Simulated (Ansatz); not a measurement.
**TiSi under changes of volume**

One of the cells (14.630 Å³/atom); the others are scaled copies at fixed shape and fractional positions:

```
CELL_PARAMETERS angstrom
1.81618 -2.11762 0.00000
1.81618 2.11762 0.00000
0.00000 0.00000 3.80393
ATOMIC_POSITIONS crystal
Ti 0.50000 0.50000 0.00000
Si 0.00000 0.00000 0.50000
```

The cell comes from a database or a generator and needn't be the stable form of this composition.

| Property | Result |
| --- | --- |
| Program | Ansatz 0.2.0 |
| Functional | PBE0 |
| Potentials or basis | Ansatz PAW |
| Cutoff | 420 eV (not typed: the program's choice for these potentials) |
| k mesh | 6 × 6 × 4 |
| Occupations | fermi-dirac, width 0.05 eV |
| Spin | no spin polarisation |

```csv
volume (Å³/atom),energy over the lowest point (meV/atom),pressure (GPa)
13.752,12.92,7.1
14.045,3.32,3.5
14.337,0.00,0.2
14.630,?,?
14.922,9.77,-5.4
15.215,21.80,-7.8
15.508,37.98,-9.9
```

Question: What does the run at 14.630 Å³/atom give?

Answer: Energy over the lowest point 2.34 meV/atom; pressure -2.7 GPa.

Worked out: A Birch-Murnaghan fit of order 3 (a polynomial in V^(-2/3)) to the other rows has its minimum at 14.36 Å³/atom with B0 = V·E''(V) = 151 GPa and B' = 4.2 at fixed shape and positions, which overstates the stiffness. It gives 2.35 meV/atom at 14.630 Å³/atom, against the run's 2.34, and -dE/dV = -2.7 GPa, against -2.7.

Energies are extrapolated to zero smearing.

Caveats: all runs use coarse meshes; the PAW data sets come from PBE, with cores solved anew for the run's functional, which leaves a small shift of forces and pressure; the thresholds are loose for stress.
